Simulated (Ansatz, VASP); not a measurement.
**One calculation of Zr, two programs**

INCAR

```
  PREC = Accurate
  ENCUT = 520
  EDIFF = 1E-7
  ISMEAR = -1
  SIGMA = 0.05
  LREAL = False
  LASPH = True
  NELM = 60
  ALGO = Normal
  ISIF = 2
  LWAVE = False
  LCHARG = False
  LDIPOL = True
  IDIPOL = 3
  DIPOL = 0.5 0.5 0.500
  GGA = PE
  NBANDS = 38
```

Contents of KPOINTS:

```
regular mesh
0
Gamma
  8 8 1
```

Contents of POSCAR:

```
Zr
1.0
    3.1890515832      0.0000000000      0.0000000000
    0.0000000000      3.1890515832      0.0000000000
    0.0000000000      0.0000000000     24.0200000000
Zr
5
Direct
    0.5000000000      0.5000000000      0.3122398002
    0.0000000000      0.0000000000      0.4061199001
    0.5000000000      0.5000000000      0.5000000000
    0.0000000000      0.0000000000      0.5938800999
    0.5000000000      0.5000000000      0.6877601998
```

File input.yaml:

```yaml
crystal:
  lattice:
    - [3.1890515832, 0.0, 0.0]
    - [0.0, 3.1890515832, 0.0]
    - [0.0, 0.0, 24.02]
  atoms:
    - { symbol: Zr, position: [0.5, 0.5, 0.3122398002] }
    - { symbol: Zr, position: [0.0, 0.0, 0.4061199001] }
    - { symbol: Zr, position: [0.5, 0.5, 0.5] }
    - { symbol: Zr, position: [0.0, 0.0, 0.5938800999] }
    - { symbol: Zr, position: [0.5, 0.5, 0.6877601998] }
hamiltonian:
  xc: pbe
  pseudopotentials: { kind: paw }
kpoints:
  mp_grid: { grid: [8, 8, 1] }
scf:
  occupations: { method: fermi_dirac, width: 0.05 }
output:
  forces: true
  eigenvalues: true
  write_density: true
  write_potential: true
  elf: true
  volumetric_format: npy
efield:
  axis: 3
  dipole_correction: true
  ramp_width: 0.04
```

Alike in both runs: task single point; functional PBE; k mesh 8 × 8 × 1; occupations fermi-dirac, width 0.05 eV; no spin polarisation.

|  | VASP | Ansatz |
| --- | --- | --- |
| version | VASP 6.6.1 | Ansatz 0.2.0 |
| potentials or method | VASP PAW PBE potentials, release 64 (Zr_sv) | Ansatz PAW |
| plane-wave cutoff (eV) | 520 | 420 |
| valence electrons in the cell | 60 | 60 |

```tsv
	VASP	Ansatz	Ansatz less VASP
gap on the k mesh at the Fermi level (eV)	none	none	-
rms of the force components (eV/Å)	0.350	0.350	+0.0004
work function, face that differs most (eV)	3.85	3.86	+0.009
```

Atom by atom the forces differ by 0.002 eV/Å (rms over components). A gap of «none» marks a metal or a gap that the smearing closes.
